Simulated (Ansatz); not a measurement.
**LiHF2: one contact scaled**

One table from this session's results is given with a row withheld; the runs are named, their logs left out.

Program: Ansatz 0.2.0. Level of theory: DFT LDA, with the methods named in each step. These are calculated values, not measurements.

1 further run of the same task is left out (it didn't finish). Runs told in other sessions of the task aren't counted.

## The starting structure

The structure is trigonal, space group R-3m (No. 166). The conventional cell has a = 2.934 Å, b = 2.934 Å, c = 13.100 Å, α = 90.00°, β = 90.00°, γ = 120.00°. Around Li (site symmetry -3m) lie 6 F at 1.99 Å. H (site symmetry -3m) has 2 F at 1.14 Å in its first shell of neighbours. F (site symmetry 3m) is surrounded by 1 H at 1.14 Å.

Structure file:

```
CELL_PARAMETERS angstrom
1.46698 0.84696 4.36669
-1.46698 0.84696 4.36669
0.00000 -1.69393 4.36669
ATOMIC_POSITIONS crystal
Li 0.00000 0.00000 0.00000
H 0.50000 0.50000 0.50000
F 0.41330 0.41330 0.41330
F 0.58670 0.58670 0.58670
```

Atoms are numbered in the order of the input: Li1, H2, F3, F4.

Set-up of the first run:

The input, input.yaml:

```yaml
crystal:
  lattice:
    - [1.4669835874, 0.8469633691, 4.3666887241]
    - [-1.4669835874, 0.8469633691, 4.3666887241]
    - [0.0, -1.6939267382, 4.3666887241]
  atoms:
    - { symbol: Li, position: [0.0, 0.0, 0.0] }
    - { symbol: H, position: [0.5, 0.5, 0.5] }
    - { symbol: F, position: [0.41330188, 0.41330188, 0.41330188] }
    - { symbol: F, position: [0.58669812, 0.58669812, 0.58669812] }
kpoints:
  mp_grid: { grid: [8, 8, 8] }
scf:
  occupations: { method: fermi_dirac, width: 0.03 }
hamiltonian:
  xc: lda
  pseudopotentials: { kind: all_electron, lapw: { basis_error: 0.001 } }
output:
  forces: true
  stress: true
  eigenvalues: true
  populations: true
```

On the command line:

```bash
> ansatz run input.yaml --threads 1 --pin off --max-ram 3072MiB --backend cpu --events-out ev --progress --plain --runs-dir out
```

Among the steps run: The bond as given, LAPW; Shortest bond scaled by 1, crystal datasets; Shortest bond scaled by 1.12, LAPW; Shortest bond scaled by 0.85, LAPW; Shortest bond scaled by 0.75, LAPW; Shortest bond scaled by 0.7, LAPW.

One table of the session follows, with a row left open; its other results are not shown here.

```
              method  length (Å)  F from the given length (eV/cell)  force along the bond (eV/Å)  pressure (GPa)  gap on the k mesh (eV)  largest force (eV/Å)
                LAPW       0.795                              1.748                       16.759           22.71                    7.29                17.733
                LAPW       0.852                              0.989                       10.416           14.78                    7.45                11.232
                LAPW       0.965                              0.249                        3.594            4.65                    7.79                 4.081
                LAPW       1.136                              0.000                        0.103           -1.91                    8.07                 0.206
                LAPW       1.272                              0.052                       -0.746           -2.76                    7.65                 0.794
                 PAW       0.795                              1.733                       16.457           22.14                    7.31                17.409
                 PAW       0.852                                  ?                            ?               ?                       ?                     ?
                 PAW       0.965                              0.250                        3.611            4.62                    7.80                 4.095
                 PAW       1.136                              0.000                        0.094           -2.01                    8.08                 0.189
                 PAW       1.272                              0.052                       -0.746           -2.83                    7.66                 0.789
PAW (cutoff 1000 eV)       0.795                                  –                       16.362           22.01                    7.31                17.311
    crystal datasets       1.136                                  –                        0.103           -1.91                    8.07                 0.206
```

Estimate the missing values for PAW, 0.852.

The run gave: F from the given length (eV/cell): 0.986; force along the bond (eV/Å): 10.282; pressure (GPa): 14.48; gap on the k mesh (eV): 7.47; largest force (eV/Å): 11.085.

Limits of these values: Rows by PAW come from runs of the same series that aren't printed here. Warnings in the runs' records: crystal datasets made.
